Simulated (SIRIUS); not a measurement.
## Ir: equation of state with PBE

Ir:

```
Ir
1.0
     0.00000    1.91560    1.91560
     1.91560    0.00000    1.91560
     1.91560    1.91560    0.00000
Ir
1
Direct
  0.00000 0.00000 0.00000
```

* Program: SIRIUS 7.12.0
* Task: equation of state
* Functional: PBE
* Potentials or basis: all-electron FP-LAPW
* Cutoff: 190 eV
* Basis: apw+lo standard
* k mesh: 12 × 12 × 12
* Occupations: fermi-dirac, width 0.05 eV
* Spin: no spin polarisation
* Muffin tin radii: Ir 2.46 bohr
* Basis cutoff (gk_cutoff): 3.74 1/bohr
* Cutoff of density and potential (pw_cutoff): 20 1/bohr
* lmax of the basis: 11
* lmax of density and potential: 8
* Valence relativity: iora
* Core states: Ir 1s2s2p3s3p3d4s4p4d
* Local orbitals (radial functions): Ir 17
* Smallest sphere radius times basis cutoff: 9.2

```json
{
 "Equilibrium volume": "14.48 Å³/atom",
 "Bulk modulus": "348 GPa",
 "Pressure derivative of the bulk modulus": "5.1 (rough: it moves with the points fitted)"
}
```

Energy against volume, from the lowest point:
| volume (Å³/atom) | energy (meV/atom) |
| --- | --- |
| 13.215 | 142.71 |
| 13.496 | 82.19 |
| 13.778 | 39.36 |
| 14.059 | 12.62 |
| 14.340 | 0.00 |
| 14.621 | 0.19 |
| 14.902 | 11.19 |

All runs of the series together: 6.3 min on 1 thread of Intel(R) Xeon(R) Platinum 8259CL CPU @ 2.50GHz (Skylake/Cascade Lake) (shared host).

The run has no spin-orbit coupling, so splittings on Ir are missing. Zero-point motion and thermal expansion aren't in these numbers.
